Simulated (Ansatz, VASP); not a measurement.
Pt in VASP and in Ansatz

The input INCAR:

```
PREC = Accurate
ENCUT = 520
EDIFF = 1E-7
ISMEAR = 0
SIGMA = 0.1
LREAL = F
LASPH = T
NELM = 100
ALGO = Normal
ISIF = 2
LWAVE = F
LCHARG = T
GGA = CA
LELF = T
LVHAR = T
NBANDS = 11
```

KPOINTS

```
Automatic mesh
0
Gamma
  8 8 8
```

POSCAR

```
Pt
1.0
    0.0000000000      1.9715751800      1.9715751800
    1.9715751800      0.0000000000      1.9715751800
    1.9715751800      1.9715751800      0.0000000000
Pt
1
Direct
    0.0000000000      0.0000000000      0.0000000000
```

Input for Ansatz:

```yaml
crystal:
  lattice:
    - [0.0, 1.97157518, 1.97157518]
    - [1.97157518, 0.0, 1.97157518]
    - [1.97157518, 1.97157518, 0.0]
  atoms:
    - { symbol: Pt, position: [0.0, 0.0, 0.0] }
basis:
  ecutwfc: 420
kpoints:
  mp_grid: { grid: [8, 8, 8] }
hamiltonian:
  xc: lda
  pseudopotentials: { kind: paw, azcp: { folder: soft_1 } }
scf:
  occupations: { method: gaussian, width: 0.1 }
output:
  forces: true
  stress: true
  eigenvalues: true
```

Alike in both runs: task single point; functional LDA; k mesh 8 × 8 × 8; occupations gaussian, width 0.1 eV; no spin polarisation.

|  | VASP | Ansatz |
| --- | --- | --- |
| version | VASP 6.6.1 | Ansatz 0.2.0 |
| potentials or method | VASP PAW LDA potentials, release 64 (Pt) | scalar-relativistic, plane waves, PAW |
| plane-wave cutoff (eV) | 520 | 420 |
| valence electrons in the cell | 10 | 18 |

|  | VASP | Ansatz | Ansatz less VASP |
| --- | --- | --- | --- |
| gap on the k mesh at the Fermi level (eV) | none | none | - |
| pressure (GPa) | -10.5 | -11.1 | -0.62 |

A gap of «none» marks a metal or a gap that the smearing closes. The two sets of potentials don't hold the same shells in valence. Ansatz warned: «pseudo_functional_mismatch».

The runs have no spin-orbit coupling, so splittings on Pt are missing.
